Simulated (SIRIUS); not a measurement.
The system is CsPbCl3.

```
CELL_PARAMETERS angstrom
5.60500 0.00000 0.00000
0.00000 5.60500 0.00000
0.00000 0.00000 5.60500
ATOMIC_POSITIONS crystal
Pb 0.50000 0.50000 0.50000
Cs 0.00000 0.00000 0.00000
Cl 0.50000 0.00000 0.50000
Cl 0.00000 0.50000 0.50000
Cl 0.50000 0.50000 0.00000
```

Base run:

| Quantity | Value |
| --- | --- |
| Program | SIRIUS 7.12.0 |
| Functional | PBEsol |
| Potentials or basis | PseudoDojo 0.4.1 PBE standard (scalar relativistic) |
| Cutoff | 807 eV |
| Density cutoff | 3227 eV |
| k mesh | 3 × 3 × 3 |
| Occupations | fermi-dirac, width 0.05 eV |
| Spin | no spin polarisation |

Its results: band gap on the k mesh 4.18 eV, direct; pressure -0.1 GPa.

Task: The run is repeated on the same cell with these changes: functional from PBEsol to LDA; libxc names from ["XC_GGA_X_PBE_SOL", "XC_GGA_C_PBE_SOL"] to ["XC_LDA_X", "XC_LDA_C_PW"]. What comes out?

Result: Band gap on the k mesh 4.12 eV, direct; pressure -1.4 GPa.

Caveats: the potentials were made for another functional, which shifts forces and pressure; spin-orbit coupling is left out, which as a rule narrows the gap of such compounds by several tenths of an eV; an odd mesh through Γ misses points on the zone boundary, where band edges often lie.
